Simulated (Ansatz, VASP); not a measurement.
## MgS: VASP beside Ansatz

```xyz
4
Lattice="3.6657 0.0000 0.0000 -1.8328 3.1745 0.0000 0.0000 0.0000 6.1784" Properties=species:S:1:pos:R:3 pbc="T T T"
Mg    0.0000    0.0000    0.0000
Mg    0.0000    0.0000    3.0892
S     0.0000    2.1164    1.5446
S     1.8328    1.0582    4.6338
```

Alike in both runs: task single point; functional PBE; k mesh 6 × 6 × 4; no spin polarisation.

|  | VASP | Ansatz |
| --- | --- | --- |
| version | VASP 6.6.1 | Ansatz 0.2.0 |
| potentials or method | VASP PAW PBE potentials, release 64 (Mg, S) | plane waves, PAW |
| plane-wave cutoff (eV) | 520 | 420 |
| occupations | gaussian, width 0.01 eV | fixed |
| valence electrons in the cell | 16 | 32 |

```tsv
	VASP	Ansatz	Ansatz less VASP
gap on the k mesh at the Fermi level (eV)	3.38	3.39	+0.011
pressure (GPa)	-0.3	0.0	+0.30
largest component of the traceless stress (GPa)	0.06	0.02	-0.033
```

The two sets of potentials don't hold the same shells in valence.

A k mesh can miss the band edges.
